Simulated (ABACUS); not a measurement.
# La (Im-3m) in ABACUS: equation of state

Aim: energy against volume of La in PBE, for its equilibrium volume and stiffness.

Program: ABACUS 3.10.1. These are calculated values, not measurements. Logs are shortened: lines on timing, memory, paths and dates and some standing lists are left out, and cuts for length are marked.

**1. The crystal as given**

Symmetry: Im-3m, No. 229, cubic system. Conventional cell: a = 4.248 Å, b = 4.248 Å, c = 4.248 Å, α = 90.00°, β = 90.00°, γ = 90.00°. Around La (site symmetry m-3m) lie 8 La at 3.68 Å.

This isn't the form of La at room conditions, which is double hcp.

**2. Equation of state, PBE, 36.02 Å³/atom (volume scaled by 0.94)**

The input, INPUT:

```
INPUT_PARAMETERS
suffix              La
calculation         scf
basis_type          pw
pseudo_dir          ./
symmetry            1
dft_functional      pbe
ecutwfc             111
pseudo_rcut         10
nspin               1
nbands              10
ks_solver           dav
smearing_method     fd
smearing_sigma      0.00367493
scf_thr             1e-08
scf_nmax            100
mixing_type         broyden
mixing_beta         0.7
cal_force           1
cal_stress          1
kpar                4
```

The input, STRU:

```
ATOMIC_SPECIES
La 138.9055 La.upf

LATTICE_CONSTANT
1.8897261246

LATTICE_VECTORS
-2.0804754144 2.0804754144 2.0804754144
2.0804754144 -2.0804754144 2.0804754144
2.0804754144 2.0804754144 -2.0804754144

ATOMIC_POSITIONS
Direct

La
0.0
1
0.0000000000 0.0000000000 0.0000000000 1 1 1
```

The input, KPT:

```
K_POINTS
0
Gamma
9 9 9 0 0 0
```

Potentials or basis: PseudoDojo NC SR 0.4.1 PBE standard, plane waves.

Run with:

```console
> OMP_NUM_THREADS=1 mpirun -np 4 abacus > log
```

running log:

```text
ABACUS v3.10.1

               Atomic-orbital Based Ab-initio Computation at UStc

 ------------------------------------------------------------------------------------

 READING GENERAL INFORMATION
                           global_out_dir = OUT.La/
                           global_in_card = INPUT
                               pseudo_dir = ./
                              orbital_dir =
                                    DSIZE = 4
                                    GSIZE = 1

 READING UNITCELL INFORMATION
                                    ntype = 1
                  lattice constant (Bohr) = 1.88973
              lattice constant (Angstrom) = 1

 READING ATOM TYPE 1
                               atom label = La
                      L=0, number of zeta = 1
                      L=1, number of zeta = 1
                      L=2, number of zeta = 1
             number of atom for this type = 1

                        TOTAL ATOM NUMBER = 1
DIRECT COORDINATES
    atom                   x                   y                   z     mag                  vx                  vy                  vz
taud_La1            0.0000000000        0.0000000000        0.0000000000  0.0000        0.0000000000        0.0000000000        0.0000000000

                          Volume (Bohr^3) = 243.077
                             Volume (A^3) = 36.0203

 Lattice vectors: (Cartesian coordinate: in unit of a_0)
             -2.08048            +2.08048            +2.08048
             +2.08048            -2.08048            +2.08048
             +2.08048            +2.08048            -2.08048
 Reciprocal vectors: (Cartesian coordinate: in unit of 2 pi/a_0)
                   +0            +0.24033            +0.24033
             +0.24033                  +0            +0.24033
             +0.24033            +0.24033                  +0
 The esolver type has been set to : ksdft_pw

                PAO radial cut off (Bohr) = 10

 Read in pseudopotential file is La.upf
                     pseudopotential type = NC
          exchange-correlation functional = PBE
                 nonlocal core correction = 1
                        valence electrons = 11
                                     lmax = 3
                           number of zeta = 4
                     number of projectors = 8
                           L of projector = 0
                           L of projector = 0
                           L of projector = 1
                           L of projector = 1
                           L of projector = 2
                           L of projector = 2
                           L of projector = 3
                           L of projector = 3
     initial pseudo atomic orbital number = 10

 SETUP THE ELECTRONS NUMBER
            electron number of element La = 11
      total electron number of element La = 11
            AUTOSET number of electrons:  = 11
                           occupied bands = 6
                                   NBANDS = 10
                                   NLOCAL = 9

%%%%%%%%%%%%%%%%%%%%%%%%%%%%%%%%%%%%%%%%%%%%%%%%%%%%%%%%%%%%%%%%%%%%%%%%%%%%%%%%%%%%%%%%%%%%%%%%%%%%%%%%%%
 Warning: the number of valence electrons in pseudopotential > 3 for La: [Xe] 5d1 6s2
 Pseudopotentials with additional electrons can yield (more) accurate outcomes, but may be less efficient.
 If you're confident that your chosen pseudopotential is appropriate, you can safely ignore this warning.
%%%%%%%%%%%%%%%%%%%%%%%%%%%%%%%%%%%%%%%%%%%%%%%%%%%%%%%%%%%%%%%%%%%%%%%%%%%%%%%%%%%%%%%%%%%%%%%%%%%%%%%%%%

 SETUP THE PLANE WAVE BASIS
 energy cutoff for charge/potential (unit:Ry) = 444
            fft grid for charge/potential = [ 45, 45, 45 ]
                        fft grid division = [ 1, 1, 1 ]
        big fft grid for charge/potential = [ 45, 45, 45 ]
                                     nbxx = 91125
                                     nrxx = 91125

 SETUP PLANE WAVES FOR CHARGE/POTENTIAL
                    number of plane waves = 38367
                         number of sticks = 1547

 PARALLEL PW FOR CHARGE/POTENTIAL
     PROC   COLUMNS(POT)             PW
        1           1547          38367
 --------------- sum -------------------
        1           1547          38367
                            number of |g| = 321
                                  max |g| = 40.0843
                                  min |g| = 0

----------- Double Check Mixing Parameters Begin ------------
mixing_type: broyden
mixing_beta: 0.7
mixing_gg0: 1
mixing_gg0_min: 0.1
mixing_ndim: 8
----------- Double Check Mixing Parameters End ------------

 LATTICE VECTORS: (CARTESIAN COORDINATE: IN UNIT OF A0)
             -2.08048            +2.08048            +2.08048
             +2.08048            -2.08048            +2.08048
             +2.08048            +2.08048            -2.08048
                       right hand lattice = 1
                                   NORM_A = 3.60349
[... 27 lines left out ...]
(for reciprocal lattice: )
                             BRAVAIS TYPE = 3
                     BRAVAIS LATTICE NAME = 03. Cubic F (face-centered)
                                    ibrav = 3
                       right hand lattice = 1
(for k-lattice: )
                             BRAVAIS TYPE = 3
                     BRAVAIS LATTICE NAME = 03. Cubic F (face-centered)
                                    ibrav = 3
                       right hand lattice = 1
                        ROTATION MATRICES = 48
                               nkstot_ibz = 35
K-POINTS REDUCTION ACCORDING TO SYMMETRY
     IBZ    DIRECT_X    DIRECT_Y    DIRECT_Z  WEIGHT  ibz2bz
       1  0.00000000  0.00000000  0.00000000  0.0014       0
       2 -0.11111111  0.11111111  0.00000000  0.0165       1
       3 -0.22222222  0.22222222  0.00000000  0.0165       2
       4 -0.33333333  0.33333333  0.00000000  0.0165       3
       5 -0.44444444  0.44444444  0.00000000  0.0165       4
       6 -0.22222222  0.11111111  0.11111111  0.0329      10
[... 22 lines left out ...]
      29 -0.44444444  0.44444444  0.22222222  0.0329     203
      30 -0.44444444  0.33333333  0.33333333  0.0329     204
[... 5 further k points ...]

                               nkstot now = 35
[... K-POINTS DIRECT COORDINATES: 35 rows ...]

           k-point number in this process = 9
       minimum distributed K point number = 8
[... stars of the k points ...]

[... K-POINTS CARTESIAN COORDINATES: 9 rows ...]

[... K-POINTS DIRECT COORDINATES: 9 rows ...]

 SETUP PLANE WAVES FOR WAVE FUNCTIONS
     energy cutoff for wavefunc (unit:Ry) = 111
              fft grid for wave functions = [ 45, 45, 45 ]
                    number of plane waves = 6339
                         number of sticks = 467

 PARALLEL PW FOR WAVE FUNCTIONS
     PROC   COLUMNS(POT)             PW
        1            467           6339
 --------------- sum -------------------
        1            467           6339

 SETUP NONLOCAL PSEUDOPOTENTIALS IN PLANE WAVE BASIS
 La non-local projectors:
 projector 1 L=0
 projector 2 L=0
 projector 3 L=1
 projector 4 L=1
 projector 5 L=2
 projector 6 L=2
 projector 7 L=3
 projector 8 L=3
      TOTAL NUMBER OF NONLOCAL PROJECTORS = 32

 Init Non-Local PseudoPotential table :
 Init Non-Local-Pseudopotential done.

                                     npwx = 4821

 Make real space PAO into reciprocal space.
       max mesh points in Pseudopotential = 1001
     dq(describe PAO in reciprocal space) = 0.01
                                    max q = 1269

 number of pseudo atomic orbitals for La is 4
WARNING: norm of atomic wavefunction # 3 of atomic type La is 0.999607, renormalized
WARNING: norm of atomic wavefunction # 4 of atomic type La is 0.997969, renormalized

 -------------------------------------------
 SELF-CONSISTENT
 -------------------------------------------
                                 init_chg = atomic

 PW ALGORITHM --------------- ION=   1  ELEC=   1--------------------------------
 Notice: Threshold on eigenvalues was too large.
 hsover_error=0.11 > DRHO=0.00275362
 Origin diag ethr = 0.01
 New diag ethr = 2.50329e-05

 Density error is 0.00153373723454
                          Error Threshold = 2.50329374448e-05
----------------------------------------------------------
     Energy           Rydberg                 eV
----------------------------------------------------------
 E_KohnSham     -70.2039740129       -955.1740688190
 E_Harris       -70.3244440016       -956.8131471030
 E_Fermi        0.8542898738         11.6232100274
----------------------------------------------------------
[... 51 lines left out ...]
 Density error is 4.34023953361e-09
                          Error Threshold = 9.4121256196e-10
----------------------------------------------------------
     Energy           Rydberg                 eV
----------------------------------------------------------
 E_KohnSham     -70.2043641560       -955.1793769891
 E_KS(sigma->0) -70.2034594555       -955.1670679068
 E_Harris       -70.2042083723       -955.1772574428
 E_band         -2.8472720019        -38.7391229820
 E_one_elec     -4.5021793210        -61.2552921835
 E_Hartree      7.0535194182         95.9680550406
 E_xc           -16.7518564254       -227.9206994630
 E_Ewald        -56.0020384267       -761.9468222185
 E_entropy(-TS) -0.0018094011        -0.0246181647
 E_descf        0.0000000000         0.0000000000
 E_exx          0.0000000000         0.0000000000
 E_Fermi        0.8516811693         11.5877167824
----------------------------------------------------------

 charge density convergence is achieved
 final etot is -955.17937699 eV
 EFERMI = 11.587716782 eV

 STATE ENERGY(eV) AND OCCUPATIONS    NSPIN == 1
 1/9 kpoint (Cartesian) = 0.0000 0.0000 0.0000 (4753 pws)
       1       -21.2595     0.00274348
       2       -4.14759     0.00274348
       3       -4.14759     0.00274348
       4       -4.14759     0.00274348
       5        8.41604     0.00274348
       6        13.1202    1.34047e-16
       7        13.1202    1.34047e-16
       8        13.1202    1.34047e-16
       9        13.8704    4.08374e-23
      10        13.8704    4.08374e-23
[... 49 lines left out ...]
 6/9 kpoint (Cartesian) = 0.053407 -0.026703 -0.026703 (4802 pws)
       1       -21.1852      0.0658436
       2       -4.67084      0.0658436
       3       -4.27563      0.0658436
       4       -4.19694      0.0658436
       5        9.47316      0.0658436
       6        12.1781    4.90121e-07
       7        12.2630    8.98124e-08
       8        13.0709    8.61834e-15
       9        13.3523    3.10275e-17
      10        13.5345    8.11114e-19

[... levels at 3 further k points ...]

------------------------------------------------------------------------------------------
 TOTAL-FORCE (eV/Angstrom)
------------------------------------------------------------------------------------------
                       La1         0.0000000000         0.0000000000         0.0000000000
------------------------------------------------------------------------------------------

----------------------------------------------------------------
 TOTAL-STRESS (KBAR)
----------------------------------------------------------------
        11.0590917062         0.0000000000         0.0000000000
         0.0000000000        11.0590917062        -0.0000000000
        -0.0000000000        -0.0000000000        11.0590917062
----------------------------------------------------------------
 TOTAL-PRESSURE: 11.059092 KBAR

 --------------------------------------------
 !FINAL_ETOT_IS -955.1793769891457941 eV
 --------------------------------------------
```

Run time: 11 s. Hardware: 4 MPI ranks of Intel Xeon Platinum 8488C (Sapphire Rapids), shared host; peak memory 0.36 GiB.

What came out:

```
Free energy            : -955.1794 eV
Pressure               : 1.1 GPa
Band gap on the k mesh : none (metal or under the smearing width)
```

**3. Equation of state, PBE, 36.79 Å³/atom (volume scaled by 0.96)**

INPUT is that of step 2.

The input, STRU:

```
ATOMIC_SPECIES
La 138.9055 La.upf

LATTICE_CONSTANT
1.8897261246

LATTICE_VECTORS
-2.0951271325 2.0951271325 2.0951271325
2.0951271325 -2.0951271325 2.0951271325
2.0951271325 2.0951271325 -2.0951271325

ATOMIC_POSITIONS
Direct

La
0.0
1
0.0000000000 0.0000000000 0.0000000000 1 1 1
```

KPT is that of step 2.

Potentials or basis: PseudoDojo NC SR 0.4.1 PBE standard, plane waves.

Run with:

```console
> OMP_NUM_THREADS=1 mpirun -np 4 abacus > log
```

Run time: 13 s. Hardware: 4 MPI ranks of Intel Xeon Platinum 8488C (Sapphire Rapids), shared host; peak memory 0.36 GiB.

It converged, with:

```yaml
Free_energy: -955.1832 eV
Pressure: 0.5 GPa
Band_gap_on_the_k_mesh: none (metal or under the smearing width)
```

(Continued in part 2 of 2.)
